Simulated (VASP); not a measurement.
# Zr (P-1) in VASP: further runs, part 2 of 3

VASP 6.6.1.

**3. Relaxation of cell and atoms, PBEsol, target pressure 2 GPa, at which the enthalpy is minimised (pressure_gpa = 2; atom 2 moved 0.06 Å)**

File INCAR:

```
ALGO = Normal
EDIFF = 1E-6
EDIFFG = -0.02
ENCUT = 600
GGA = PS
IBRION = 2
ISIF = 3
ISMEAR = -1
LASPH = True
LCHARG = False
LREAL = False
LWAVE = False
NELM = 80
NSW = 40
PREC = Accurate
PSTRESS = 20
SIGMA = 0.05
```

File KPOINTS:

```
k-points
0
Gamma
  9 9 5
```

File POSCAR:

```
Zr
1.0
    3.2319982200      0.0000000000      0.0000000000
   -1.6159991100      2.7989925700      0.0000000000
    0.0000000000      0.0000000000      5.1470000000
Zr
2
Direct
    0.3346542400      0.6741300100      0.2538998500
    0.6653457600      0.3258699900      0.7461001500
```

Potentials or basis: VASP PAW PBE potentials, release 64 (Zr_sv).

The run is started by

```console
$ cat potpaw_PBE.64/Zr_sv/POTCAR > POTCAR
$ mpirun -np 1 vasp_std > vasp.out
```

OUTCAR:

```text
EDIFF = 1E-6
   EDIFFG = -0.02
   ENCUT = 600
   GGA = PS
   IBRION = 2
   ISIF = 3
   ISMEAR = -1
   LASPH = True
   LREAL = False
   NELM = 80
   NSW = 40
   PREC = Accurate
   PSTRESS = 20

 ion  position               nearest neighbor table
   1  0.335  0.674  0.254-   2 3.12   2 3.15   2 3.17   2 3.19   2 3.22   2 3.23
   2  0.665  0.326  0.746-   1 3.12   1 3.15   1 3.17   1 3.19   1 3.22   1 3.23

  LATTYP: Found a hexagonal cell.
 ALAT       =     3.2319982200
 C/A-ratio  =     1.5925132533

  Lattice vectors:

 A1 = (   3.2319982200,   0.0000000000,   0.0000000000)
 A2 = (  -1.6159991100,   2.7989925700,   0.0000000000)
 A3 = (   0.0000000000,   0.0000000000,   5.1470000000)

Analysis of symmetry for initial positions (statically):
=====================================================================
 Subroutine PRICEL returns:
 Original cell was already a primitive cell.

 Routine SETGRP: Setting up the symmetry group for a
 hexagonal supercell.

 Subroutine GETGRP returns: Found  2 space group operations
 (whereof  2 operations were pure point group operations)
 out of a pool of 24 trial point group operations.

The static configuration has the point symmetry S_2 .

Analysis of symmetry for dynamics (positions and initial velocities):
=====================================================================
 Subroutine PRICEL returns:
 Original cell was already a primitive cell.

 Routine SETGRP: Setting up the symmetry group for a
 hexagonal supercell.

 Subroutine GETGRP returns: Found  2 space group operations
 (whereof  2 operations were pure point group operations)
 out of a pool of 24 trial point group operations.

The dynamic configuration has the point symmetry S_2 .

 Subroutine INISYM returns: Found  2 space group operations
 (whereof  2 operations are pure point group operations),
 and found     1 'primitive' translations

----------------------------------------------------------------------------------------

                                     Primitive cell

  volume of cell :      46.5615

  direct lattice vectors                    reciprocal lattice vectors
     3.231998220  0.000000000  0.000000000     0.309406111  0.178635701  0.000000000
    -1.615999110  2.798992570  0.000000000     0.000000000  0.357271402  0.000000000
     0.000000000  0.000000000  5.147000000     0.000000000  0.000000000  0.194287935

  length of vectors
     3.231998220  3.231998226  5.147000000     0.357271403  0.357271402  0.194287935

  position of ions in fractional coordinates (direct lattice)
     0.334654240  0.674130010  0.253899850
     0.665345760  0.325869990  0.746100150

  ion indices of the primitive-cell ions
   primitive index   ion index
                 1           1
                 2           2

----------------------------------------------------------------------------------------

 KPOINTS: k-points

Automatic generation of k-mesh.
 Grid dimensions read from file:
 generate k-points for:    9    9    5

 Generating k-lattice:

[... 45 lines left out ...]
   total plane-waves  NPLWV =  32928
   dimension x,y,z NGX =    28 NGY =   28 NGZ =   42
   dimension x,y,z NGXF=    56 NGYF=   56 NGZF=   84
   ions per type =               2
   NGX,Y,Z   is equivalent  to a cutoff of  14.40, 14.40, 13.57 a.u.
   NGXF,Y,Z  is equivalent  to a cutoff of  28.81, 28.81, 27.13 a.u.
 SYSTEM =  unknown system
   PREC   = accura    normal or accurate (medium, high low for compatibility)
   ISTART =      0    job   : 0-new  1-cont  2-samecut
   ICHARG =      2    charge: 1-file 2-atom 10-const
   ISPIN  =      1    spin polarized calculation?
   LNONCOLLINEAR =      F non collinear calculations
   LSORBIT =      F    spin-orbit coupling
   LASPH  =      T    aspherical Exc in radial PAW
   ENCUT  =  600.0 eV  44.10 Ry    6.64 a.u.   6.46  6.46 10.28*2*pi/ulx,y,z
   NELM   =     80;   NELMIN=  2; NELMDL= -5     # of ELM steps
   EDIFF  = 0.1E-05   stopping-criterion for ELM
   LREAL  =      F    real-space projection
   EDIFFG = -.2E-01   stopping-criterion for IOM
   NSW    =     40    number of steps for IOM
   IBRION =      2    ionic relax: 0-MD 1-quasi-New 2-CG
   NFREE  =      1    steps in history (QN), initial steepest desc. (CG)
   ISIF   =      3    stress and relaxation
   ISYM   =      2    0-nonsym 1-usesym 2-fastsym
   POTIM  = 0.5000    time-step for ionic-motion
   TEBEG  =    0.0;   TEEND  =   0.0 temperature during run
   PSTRESS=   20.0 pullay stress
   NELECT =      24.0000    total number of electrons
   NUPDOWN=      -1.0000    fix difference up-down
   EMIN   =  10.00;   EMAX   =-10.00  energy-range for DOS
   EFERMI =   0.00;   METHOD = LEGACY
   ISMEAR =    -1;   SIGMA  =   0.05  broadening in eV -4-tet -1-fermi 0-gaus
   EFERMI_NEDOS =   21; number of points for ismear=-14 and -15
   IALGO  =     38    algorithm
   IMIX   =      4    mixing-type and parameters
     AMIX     =   0.40;   BMIX     =  1.00
     AMIX_MAG =   1.60;   BMIX_MAG =  1.00
  volume/ion in A,a.u.               =      23.28       157.11
  Fermi-wavevector in a.u.,A,eV,Ry     =   1.312612  2.480476 23.442147  1.722949
  Thomas-Fermi vector in A             =   2.442992
   LORBIT       =      0    0 simple, 1 ext, 2 COOP (PROOUT), +10 PAW based schemes
   GGA     = PS    functional components
   LHFCALC =     F    Hartree Fock is set to
   AEXX    =    0.0000 exact exchange contribution
   IVDW    =     0    specifies the selected vdW correction
   LEPSILON=     F    determine dielectric tensor
   LRPA    =     F    only Hartree local field effects (RPA)
 conjugate gradient relaxation of ions
 non-spin polarized calculation
  energy-cutoff  :      600.00
  volume of cell :       46.56
 maximum number of plane-waves:      1572
 NGX is ok and might be reduce to    28
   NGX = 13   NGY = 13   NGZ = 21

--------------------------------------- Ionic step        1  -------------------------------------------

 number of electron      24.0000000 magnetization

 Free energy of the ion-electron system (eV)
  ---------------------------------------------------
  ext. energy  EPLUGINS =         0.00000000
  ---------------------------------------------------
  free energy    TOTEN  =       -18.15578299 eV

  energy without entropy =      -18.13978755  energy(sigma->0) =      -18.14778527

------------------------ aborting loop because EDIFF is reached ----------------------------------------

  FORCE on cell =-STRESS in cart. coord.  units (eV):
  Direction    XX          YY          ZZ          XY          YZ          ZX
  --------------------------------------------------------------------------------------
  -------------------------------------------------------------------------------------
  Total       -1.0959898     -0.9249478     -0.7356252      0.0287805      0.0030248     -0.0011207
  in kB      -37.7129133    -31.8273719    -25.3127982      0.9903351      0.1040816     -0.0385642
  external PRESSURE =     -51.6176945 kB  Pullay stress =      20.0000000 kB
[... 25 lines left out ...]
--------------------------------------- Ionic step        2  -------------------------------------------

 number of electron      24.0000000 magnetization

 E-fermi :  10.1494     XC(G=0): -11.7183

 val. band max:       10.1448820937   @ k =   0.4444  -0.0000   0.0000
 cond. band min:      10.1593164943   @ k =   0.0000   0.0000   0.4000
 fundamental gap:      0.0144344006
 Fermi energy:        10.1494365752

 k-point     1 :       0.0000    0.0000    0.0000
  band No.  band energies     occupation
      1     -38.3996      2.00000
      2     -38.1595      2.00000
      3     -17.1665      2.00000
      4     -15.9498      2.00000
      5     -15.9225      2.00000
      6     -15.7476      2.00000
[... 518 lines left out ...]
  energy  without entropy=      -18.1505238681  energy(sigma->0) =      -18.15902257

  enthalpy is  TOTEN    =       -17.6167571023 eV   P V=        0.5507641760

[... ionic steps 4 to 7 ...]

--------------------------------------- Ionic step        8  -------------------------------------------

 number of electron      24.0000000 magnetization

------------------------ aborting loop because EDIFF is reached ----------------------------------------
[... 71 lines left out ...]
--------------------------------------- Ionic step       10  -------------------------------------------

 number of electron      24.0000000 magnetization

 Free energy of the ion-electron system (eV)
  ---------------------------------------------------
  ext. energy  EPLUGINS =         0.00000000
  ---------------------------------------------------
  free energy    TOTEN  =       -18.17102054 eV

  energy without entropy =      -18.15407286  energy(sigma->0) =      -18.16254670

 E-fermi :   9.4792     XC(G=0): -11.4551

 val. band max:        9.4765915899   @ k =   0.1111  -0.3333   0.4000
 cond. band min:       9.4810813670   @ k =   0.1111  -0.0000   0.2000
 fundamental gap:      0.0044897771
 Fermi energy:         9.4791556455

 k-point     1 :       0.0000    0.0000    0.0000
  band No.  band energies     occupation
      1     -39.1482      2.00000
      2     -38.9611      2.00000
      3     -17.7914      2.00000
      4     -16.7620      2.00000
      5     -16.7410      2.00000
      6     -16.6090      2.00000
[... 480 lines left out ...]
  energy  without entropy=      -18.1540728623  energy(sigma->0) =      -18.16254670

  enthalpy is  TOTEN    =       -17.6207268118 eV   P V=        0.5502937278

 reached required accuracy - stopping structural energy minimisation
```

OSZICAR:

```text
N       E                     dE             d eps       ncg     rms          rms(c)
DAV:   1     0.237626034364E+03    0.23763E+03   -0.14594E+04  6496   0.166E+03
DAV:   2    -0.346368239813E+01   -0.24109E+03   -0.23890E+03  8160   0.438E+02
DAV:   3    -0.186697528386E+02   -0.15206E+02   -0.15075E+02 12240   0.844E+01
[... 80 lines left out ...]
DAV:   3    -0.181709943902E+02    0.16409E-03   -0.82803E-04 10456   0.228E-01    0.489E-02
DAV:   4    -0.181710089048E+02   -0.14515E-04   -0.32938E-05  7736   0.466E-02    0.215E-02
DAV:   5    -0.181710187519E+02   -0.98470E-05   -0.22353E-05 10104   0.290E-02    0.654E-03
DAV:   6    -0.181710201948E+02   -0.14430E-05   -0.81499E-07  4304   0.774E-03    0.243E-03
DAV:   7    -0.181710205396E+02   -0.34477E-06   -0.22213E-07  3496   0.475E-03
  10 F= -.17620727E+02 E0= -.17612253E+02  d E =-.540220E-04
```

CONTCAR:

```text
Zr
   1.00000000000000
     3.1543567265951085    0.0022580500002786    0.0000271869875006
    -1.5752219899864741    2.7415035398372032   -0.0001450298671460
     0.0000454940621710   -0.0002448595046806    5.0956188772660465
  Zr
     2
Direct
     0.3345167955785570    0.6727976651729830    0.2499582908548003
     0.6654832044214429    0.3272023348270170    0.7500417091451996

  0.00000000E+00  0.00000000E+00  0.00000000E+00
  0.00000000E+00  0.00000000E+00  0.00000000E+00
```

Run time: 5.9 min. Hardware: 1 thread of Intel Xeon 6975P-C (Granite Rapids), shared host; peak memory 0.32 GiB.

What came out:

- Free energy: -18.1710 eV
- Relaxed volume: 22.04 Å³/atom
- Relaxed cell: a = 3.154 Å, b = 3.162 Å, c = 5.096 Å, α = 90.01°, β = 90.00°, γ = 119.84°
- Space group after relaxing (to 0.05 Å): Cmcm (No. 63)
- Energy change on relaxing (the enthalpy is what falls): -7.6 meV/atom
- Ionic steps: 10
- Pressure after relaxing: 2.0 GPa
- Largest force after relaxing: 0.014 eV/Å
- Band gap on the k mesh: none (metal or under the smearing width)

Forces in eV/Å, atoms in the order of the input:
```
Zr   0.005 -0.013  0.002
Zr  -0.005  0.013 -0.002
```

The path:
```csv
step,energy change (eV),largest force (eV/Å),pressure (GPa),volume (Å³)
1,0.0000,0.1518,-3.16,46.56
2,0.0651,0.1934,8.55,41.69
3,-0.0117,0.1771,2.08,44.12
4,-0.0111,0.1775,2.19,44.07
5,-0.0140,0.0912,2.12,44.06
6,-0.0146,0.0287,2.10,44.05
7,-0.0146,0.0256,2.10,44.05
8,-0.0159,0.0159,1.90,44.14
9,-0.0160,0.0153,1.89,44.15
10,-0.0152,0.0141,2.03,44.08
```

Final structure:
```yaml
crystal:
  lattice:
    - [3.15436, 0.00226, 0.00003]
    - [-1.57522, 2.74150, -0.00015]
    - [0.00005, -0.00024, 5.09562]
  atoms:
    - { symbol: Zr, position: [0.33452, 0.67280, 0.24996] }
    - { symbol: Zr, position: [0.66548, 0.32720, 0.75004] }
```

Levels at points of the mesh, in eV from the Fermi level:
```
           k point  band 8  band 9  band 10  band 11  band 12  band 13  band 14  band 15  band 16
(0.00, 0.00, 0.00)  -26.07   -5.76    -3.19     0.83     0.92     0.95     1.31     1.61     1.62
```

Caveat: the cell is relaxed towards a set pressure, so the enthalpy falls and the energy may rise; the PAW data sets were made with another functional, which shifts forces and pressure a little.

(Part 2 of 3 ends here.)
